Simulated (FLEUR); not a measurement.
Hf: single point with PBEsol

Hf:

```
Hf
1.0
    -1.86327    1.86327    1.86327
     1.86327   -1.86327    1.86327
     1.86327    1.86327   -1.86327
Hf
1
Direct
  0.00000 0.00000 0.00000
```

This isn't the form of Hf at room conditions, which is hcp.

```json
{"Program": "FLEUR MaX-R8.1 (later development tree)", "Task": "single point", "Functional": "PBEsol", "Potentials or basis": "all-electron", "Basis": "FLAPW", "Kmax": "4.1 1/bohr", "k mesh": "10 × 10 × 10", "Occupations": "fermi-dirac, width 0.05 eV", "Spin": "no spin polarisation"}
```

The band gap on the k mesh is none (metal or under the smearing width) and the valence electrons inside the program's atomic spheres are Hf 23.59 (radii Hf 2.54 bohr).

Levels at points of the mesh, in eV from the Fermi level:
| k point | band 10 | band 11 | band 12 | band 13 | band 14 | band 15 | band 16 | band 17 |
| --- | --- | --- | --- | --- | --- | --- | --- | --- |
| (0.00, 0.00, 0.00) | -11.90 | -11.88 | -6.57 | 1.36 | 1.36 | 1.36 | 3.75 | 3.75 |
| (0.00, 0.00, 0.50) | -11.90 | -11.89 | -2.99 | -0.32 | 0.63 | 3.51 | 4.38 | 6.38 |
| (0.50, 0.50, 0.50) | -11.90 | -11.90 | -2.03 | -2.03 | 5.72 | 5.72 | 5.72 | 6.16 |

Core levels (eV from the Fermi level):
| atom | levels |
| --- | --- |
| 1 Hf | 1s1/2 -65172.3, 2s1/2 -11134.9, 2p1/2 -10634.7, 2p3/2 -9443.4, 3s1/2 -2533.1, 3p1/2 -2311.4, 3p3/2 -2056.1, 4s1/2 -506.1, 3d3/2 -1680.8, 3d5/2 -1625.1, 4p1/2 -415.3, 4p3/2 -356.8, 4d3/2 -207.7, 4d5/2 -196.9 |

Wall time 18 s on 1 thread of Arm Neoverse V1, with other jobs on the host, peak memory 0.07 GiB.

Spin-orbit coupling is left out, which matters for the levels of Hf.
